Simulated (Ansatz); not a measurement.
# LiCl (Fm-3m) at 2 levels of theory

One geometry, relaxed with PBE; plane waves with PAW potentials in Ansatz, scalar-relativistic. No spin polarisation. Gaps are the least over mesh and band path; pressure is positive in compression, and isn't given for hybrids.

```yaml
crystal:
  lattice:
    - [0.00000, 2.57518, 2.57518]
    - [2.57518, 0.00000, 2.57518]
    - [2.57518, 2.57518, 0.00000]
  atoms:
    - { symbol: Li, position: [0.50000, 0.50000, 0.50000] }
    - { symbol: Cl, position: [0.00000, 0.00000, 0.00000] }
```

```json
{"level": "PBE", "cutoff (eV)": "420", "k mesh": "8×8×8", "gap (eV)": "6.26", "pressure (GPa)": "0.0"}
```

Task: What comes out on the same cell with HSE06?

Result:
```csv
level,cutoff (eV),k mesh,gap (eV),pressure (GPa)
HSE06,420,6×6×6,7.65,-
```

Another cell of LiCl relaxed alike, in P3m1, lies 23 meV/atom lower, so this cell isn't the stable form at this level.

The cell was reached from a generator's guess, though it ends in a space group that the Crystallography Open Database lists for this formula.
